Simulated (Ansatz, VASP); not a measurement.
# NiO: programs and potentials compared

The starting cell:

```
CELL_PARAMETERS angstrom
0.00000 2.08590 2.08590
2.08590 0.00000 2.08590
2.08590 2.08590 0.00000
ATOMIC_POSITIONS crystal
Ni 0.00000 0.00000 0.00000
O 0.50000 0.50000 0.50000
```

Alike in all runs: task relaxation of cell and atoms; functional PBE; k mesh 11 × 11 × 11; occupations fermi-dirac, width 0.05 eV; collinear spin, ferromagnetic start; no spin-orbit coupling. The measured crystal is an antiferromagnetic insulator; the state found here is the runs' own.

```json
{"program and potentials": "Ansatz, Ansatz PAW", "plane-wave cutoff (eV)": "420", "notes": "12 valence electrons an atom on average", "equilibrium volume (Å³/atom)": "9.37"}
{"program and potentials": "VASP, PBE PAW files Ni_GW, O_GW, 630 eV", "plane-wave cutoff (eV)": "630", "notes": "8 valence electrons an atom on average", "equilibrium volume (Å³/atom)": "9.33"}
{"program and potentials": "VASP, PBE PAW files Ni, O_h, 980 eV", "plane-wave cutoff (eV)": "980", "notes": "8 valence electrons an atom on average", "equilibrium volume (Å³/atom)": "9.35"}
{"program and potentials": "VASP, PBE PAW files Ni, O, release 54, 600 eV", "plane-wave cutoff (eV)": "600", "notes": "8 valence electrons an atom on average", "equilibrium volume (Å³/atom)": "9.34"}
{"program and potentials": "VASP, PBE PAW files Ni, O_s, 480 eV", "plane-wave cutoff (eV)": "480", "notes": "8 valence electrons an atom on average", "equilibrium volume (Å³/atom)": "9.35"}
{"program and potentials": "VASP, PBE PAW files Ni_pv, O, 600 eV", "plane-wave cutoff (eV)": "600", "notes": "11 valence electrons an atom on average", "equilibrium volume (Å³/atom)": "9.31"}
{"program and potentials": "VASP, PBE PAW files Ni, O, release 54, 580 eV", "plane-wave cutoff (eV)": "580", "notes": "8 valence electrons an atom on average", "equilibrium volume (Å³/atom)": "9.35"}
{"program and potentials": "VASP, PBE PAW files Ni, O, 580 eV", "plane-wave cutoff (eV)": "580", "notes": "8 valence electrons an atom on average", "equilibrium volume (Å³/atom)": "9.35"}
{"program and potentials": "VASP, PBE PAW files Ni, O, 600 eV", "plane-wave cutoff (eV)": "600", "notes": "8 valence electrons an atom on average", "equilibrium volume (Å³/atom)": "9.34"}
{"program and potentials": "VASP, PBE PAW files Ni_sv_GW, O_GW, 680 eV", "plane-wave cutoff (eV)": "680", "notes": "12 valence electrons an atom on average", "equilibrium volume (Å³/atom)": "9.32"}
```

The equilibrium volume spans 9.31 (VASP, PBE PAW files Ni_pv, O, 600 eV) to 9.37 Å³/atom (Ansatz, Ansatz PAW). The state is the one that the start led to, which needn't be the lowest. Relaxations stop with a little pressure left, so the last digit of a volume isn't settled.

Differences between rows come from potentials, basis sets and numerical settings, since the functional is the same but for its coding. Runs on potential files found faulty are left out.
